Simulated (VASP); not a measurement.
Runs of VASP 6.6.1 on LiF (Griceite). Symmetry: Fm-3m, No. 225, cubic system. Conventional cell: a = 4.028 Å, b = 4.028 Å, c = 4.028 Å, α = 90.00°, β = 90.00°, γ = 90.00°. F (site symmetry m-3m) is surrounded by 6 Li at 2.01 Å. Li (site symmetry m-3m) has 6 F at 2.01 Å as nearest neighbours. 

| task | level | potentials or basis | cell | k mesh | cutoff (eV) | smearing | grid for exact exchange (PRECFOCK) | screening parameter | ladder | mesh quality | gap on the mesh (eV) | pressure (GPa) | relaxed volume (Å³/atom) |
| --- | --- | --- | --- | --- | --- | --- | --- | --- | --- | --- | --- | --- | --- |
| relaxation of cell and atoms | PBE | VASP PAW PBE potentials, release 64 (F_GW, Li_GW) | relaxed | 11 × 11 × 11 | 630 | fermi-dirac 0.05 eV | - | - | - | not flagged | 8.73 | -0.1 | 8.47 |
| relaxation of cell and atoms | HSE06 | VASP PAW PBE potentials, release 64 (F, Li_sv) | relaxed | 6 × 6 × 6 | 600 | fermi-dirac 0.05 eV | Fast | 0.2 1/A | - | coarse | 11.63 | 0.0 | (b) |
| band structure | PBE | VASP PAW PBE potentials, release 64 (F_GW, Li_GW) | as given | 11 × 11 × 11 | 550 | fermi-dirac 0.05 eV | - | - | - | not flagged | 9.05 | - | - |
| band structure | LDA | VASP PAW LDA potentials, release 64 (F, Li_sv) | as given | 12 × 12 × 12 | 520 | gaussian 0.02 eV | - | - | free | not flagged | 8.83 | - | - |
| band structure | HSE03 | VASP PAW PBE potentials, release 64 (F, Li_sv) | as given | 8 × 8 × 8 | 520 | gaussian 0.02 eV | Fast | - | free | not flagged | (a) | - | - |
| single point | PBE | VASP PAW PBE potentials, release 64 (F_GW, Li_GW) | as given | 5 × 5 × 5 | 500 | gaussian 0.02 eV | - | - | - | coarse | 9.05 | - | - |
| relaxation of cell and atoms | BLYP+D4 | VASP PAW PBE potentials, release 64 (F, Li_sv) | relaxed | 11 × 11 × 11 | 600 | fermi-dirac 0.05 eV | - | - | - | not flagged | 9.28 | 0.1 | 8.17 |
| single point | PBEsol | VASP PAW PBE potentials, release 64 (F, Li_sv) | as given | 11 × 11 × 11 | 520 | fermi-dirac 0.05 eV | - | - | free | not flagged | 8.92 | - | - |

Alike in all rows: no spin polarisation.

Q: Fill in the values left out.

A: (a) 11.10; (b) 7.99.

Caveats: some runs use coarse meshes; the cutoff is under 1.25 times the usual one of these potentials, so pressure, stress and relaxed cells hold a basis-set (Pulay) error (some runs); an odd mesh through Γ misses points on the zone boundary, where band edges often lie (some runs); the PAW data sets were made with another functional, which shifts forces and pressure a little (some runs).

Not every run made on this cell is shown here.
